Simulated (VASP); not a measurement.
Wanted: the native input for a VASP 6.6.1 run.

- Task: relaxation of the atoms
- Functional: RPBE
- Potentials or basis: VASP PAW PBE potentials, release 64 (As, Al)
- Cutoff: 520 eV
- k mesh: 8 × 8 × 1
- Occupations: gaussian, width 0.05 eV
- Spin: no spin polarisation
- Dipole correction: yes
- Atoms held fixed (from 0): [0, 4, 1, 5]
- Further INCAR settings: ALGO = Normal; EDIFF = 1e-06; IBRION = 2; EDIFFG = -0.01; NSW = 40

The structure of AlAs lies in POSCAR:

```
AlAs
1.0
    4.0027900669      0.0000000000      0.0000000000
   -2.0013950335      3.4665178840      0.0000000000
    0.0000000000      0.0000000000     25.6218593124
As Al
4 4
Selective dynamics
Direct
    0.0000000000      0.0000000000      0.2927188034  F F F
    0.3333333333      0.6666666667      0.4202764629  F F F
    0.6666666667      0.3333333333      0.5478341223  T T T
    0.0000000000      0.0000000000      0.6753917817  T T T
    0.3333333333      0.6666666667      0.3246082183  F F F
    0.6666666667      0.3333333333      0.4521658777  F F F
    0.0000000000      0.0000000000      0.5797235371  T T T
    0.3333333333      0.6666666667      0.7072811966  T T T
```

The cell isn't the ideal one: the (1 1 1) slab of AlAs, cut from the database cell, not relaxed.

One way to write it, as run:

INCAR

```
  PREC = Accurate
  ENCUT = 520
  EDIFF = 1E-6
  ISMEAR = 0
  SIGMA = 0.05
  LREAL = F
  LASPH = T
  NELM = 60
  ALGO = Normal
  ISIF = 2
  LWAVE = F
  LCHARG = F
  LDIPOL = T
  IDIPOL = 3
  DIPOL = 0.5 0.5 0.500
  GGA = RP
  IBRION = 2
  NSW = 40
  EDIFFG = -0.01
```

KPOINTS

```
regular mesh
0
Gamma
  8 8 1
```

Potentials or basis: VASP PAW PBE potentials, release 64 (As, Al).

The run is started by

```bash
$ cat potpaw_PBE.64/As/POTCAR potpaw_PBE.64/Al/POTCAR > POTCAR
$ mpirun -np 1 vasp_std > vasp.out
```

It gave:

```
Energy gained by relaxing : 9.8 meV/atom
Ionic steps               : 15
Band gap on the k mesh    : none (metal or under the smearing width)
```

Run time: 19 min on 1 thread of Intel(R) Xeon(R) Platinum 8259CL CPU @ 2.50GHz (Skylake/Cascade Lake) (shared host), peak memory 0.48 GiB.
